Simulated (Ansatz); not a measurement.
Li:

```
Li
1.0
    -1.73329    1.76667    1.73520
     1.72839   -1.79094    1.75457
     1.74318    1.80083   -1.75947
Li
1
Cartesian
  -0.0064 -0.0779 0.0361
```

The cell isn't the ideal one: cell strained at random at fixed volume.

Below is the output of Ansatz 0.2.0 for this cell. Logs are shortened: lines on timing, memory, paths and dates and some standing lists are left out, and cuts for length are marked.

```text
Warning: RAYON_NUM_THREADS=2 ignored (pool sized by the plan → 2); use --threads N
Engine: ansatz 0.2.0, x86_64-unknown-linux-gnu
Pseudopotentials: kind: paw
Pseudopotential: Li, paw, valence charge 3, recommended cutoff 420 eV (normal), Li.paw.azcp
Functional definition: PBEsol
  exchange = pbesol_x
  correlation = pbesol_c
Crystal: 1 atoms, lattice volume = 21.609 Å³
Basis set: ecut = 420 eV, 413 PW (Γ), exchange–correlation on 48×48×48 points (8 copies of the dense FFT grid, shifted against one another)
Bands: 6, of which v1, the nominal top of the filled ones, is band 2 counted from 1 (1 counted from 0)
Symmetry: 2 space group operations
Space group: P-1 (ITA 2), of the structure as read, at distance tolerance 2.8e-5 Å
k-points: 666 of 1331
Non-local potential: Li, projectors of the file, l = 0: 3, l = 1: 2, l = 2: 1
PAW form: soft (Blöchl's): semilocal exchange-correlation on the pseudo side does not see the compensation charge
PAW one-centre angular grid: Li, 110 points (default); XC on 64 Gauss nodes
Initial density: superposition of atomic densities (neutral atoms: chi_scale 0, normalization atom), corrected by the library's trained network
Initial wavefunctions: pseudopotential atomic-orbital guess
Functional: x = pbesol(κ = 0.804, μ = 0.12345679012345678), c = pbesol(β = 0.046)
SCF iter   1: F=—  HF=-202.999566 eV  |F-HF|=—  |Δ(HF+E_count)|=         —  Δρ=1.40e-3  dr2=1.27e-4  ethr=1.77e-3  ⟨swp⟩=4.2  Hψ=31357  notcnv=0
preconditioner: auto → none  [metal: Δε(μ)=0.004 eV  Ē_g=10.258 eV  σ=0.050 eV  W_gap=0.02  n_scr=0 (ndim 8)  ℏωp=8.0 eV  f_vac=0.000  D(μ)=0.44/eV (n_scr^D=0)]
SCF iter   2: F=—  HF=-202.999077 eV  |F-HF|=—  |Δ(HF+E_count)|=   4.89e-4  Δρ=5.41e-4  dr2=1.82e-5  ethr=4.24e-6  ⟨swp⟩=2.3  Hψ=10256  notcnv=0
SCF iter   3: F=—  HF=-202.998993 eV  |F-HF|=—  |Δ(HF+E_count)|=   8.36e-5  Δρ=1.97e-5  dr2=5.11e-8  ethr=6.07e-7  ⟨swp⟩=2.0  Hψ=4886  notcnv=0
iter 4 did not close the SCF: its close was put off for the readings that it lacked (scf_convergence_deferred on its scf_iter line)
SCF iter   4: F=-202.998993 eV  HF=-202.998993 eV  |F-HF|=6.38e-10  |Δ(HF+E_count)|=   5.55e-8  Δρ=1.72e-6  dr2=4.20e-10  ethr=1.70e-9  ⟨swp⟩=2.0  Hψ=4884  notcnv=0
iter 5 did not close the SCF: its close was put off for the readings that it lacked (scf_convergence_deferred on its scf_iter line)
SCF iter   5: F=-202.998993 eV  HF=-202.998993 eV  |F-HF|=1.99e-13  |Δ(HF+E_count)|=  7.02e-10  Δρ=2.81e-8  dr2=1.24e-13  ethr=1.40e-11  ⟨swp⟩=2.5  Hψ=4886  notcnv=0
SCF iter   6: F=-202.998993 eV  HF=-202.998993 eV  |F-HF|=2.84e-14  |Δ(HF+E_count)|=  1.99e-13  Δρ=8.08e-10  dr2=1.23e-16  ethr=1.00e-12  ⟨swp⟩=1.4  Hψ=11084  notcnv=0
SCF 1 converged in 6 iterations: F = -202.998993 eV  dr2 = 1.23e-16
  greatest PAW one-centre occupation: 0.999 electrons in one spin orbital (limit 2), on the Li atom at site 0 (counted from 0), in its partial waves of l = 0
SCF converged after 6 iterations
Free energy (F): -202.998993 eV
Harris-Foulkes:  -202.998993 eV  (|F-HF|=2.84e-14)
Internal energy: -202.995483 eV  (E = F + TS)
E sigma→0 (E₀):  -202.997238 eV
Entropy (-TS):   -0.003510 eV (-3.510 meV/atom)
Fermi energy:    0.852557 eV
--- Per-component energies (eV) ---
  E_band       = -90.951049
  E_kinetic    = 20.948879
  E_local      = -133.911756  (includes V_loc(G=0)·N_el)
  E_nonlocal   = -33.222730
  E_hartree    = 39.755448
  E_xc         = -9.785726
  E_vxc        = -12.665865  (∫ρ·V_xc dr)
  E_paw        = -19.584313  (= ΣΔE_a)
  E_vpaw       = -11.610487  (= ΣTr[D̂ρ^β])
  E_aug_tail   = 0.000013  (compensation charges beyond the density's cutoff)
  E_ewald      = -67.195299
  E_smearing   = -0.003510  (= −TS)
  E_closure    = 0.000000  (closes the sum)
  Σ components = -202.998993   (vs F -202.998993, Δ=0.00e0)
--- Forces (eV/Å), atoms counted from 1 ---
  atom   1  Li     0.00000000     0.00000000     0.00000000
  max |Σ_I F_I| component: 0.00e0 eV/Å
--- Stress (GPa, compression-positive) ---
       -0.779073      -0.068580       0.023652
       -0.068580      -0.883334       0.188490
        0.023652       0.188490      -0.793252
  P = ⅓ Tr σ = -0.8186 GPa (-8.186 kbar)
--- Band table (eV; the first three rows and the last of 666) ---
  k-point 0: bands = ["-45.2248", "-2.6560", "14.6673", "14.9035", "14.9459", "19.0713"]
  k-point 1: bands = ["-45.2236", "-2.5048", "13.6768", "14.1699", "14.6431", "17.7400"]
  k-point 2: bands = ["-45.2203", "-2.0509", "11.0946", "13.0101", "13.9943", "16.4560"]
  k-point 665: bands = ["-45.2106", "0.0894", "6.1712", "9.5661", "10.3438", "17.8627"]
```

**Question.** Write the input and the command behind it.

**Answer.** Single point with PBEsol, no spin polarisation. The files as run (others can give the same):

input.yaml
```yaml
crystal:
  lattice:
    - [-1.733286, 1.766667, 1.7352]
    - [1.728388, -1.790938, 1.754573]
    - [1.743178, 1.80083, -1.759471]
  atoms:
    - { symbol: Li, position: [-0.011575, 0.00844, -0.02353] }
hamiltonian:
  xc: pbesol
  pseudopotentials: { kind: paw }
kpoints:
  mp_grid: { grid: [11, 11, 11] }
scf:
  occupations: { method: fermi_dirac, width: 0.05 }
output:
  forces: true
  stress: true
  eigenvalues: true
```

Potentials or basis: Ansatz PAW.
Command:
```console
$ ansatz run input.yaml --threads 2 --pin off --max-ram 5632MiB --backend cpu --events-out ev --progress --plain --runs-dir out
```
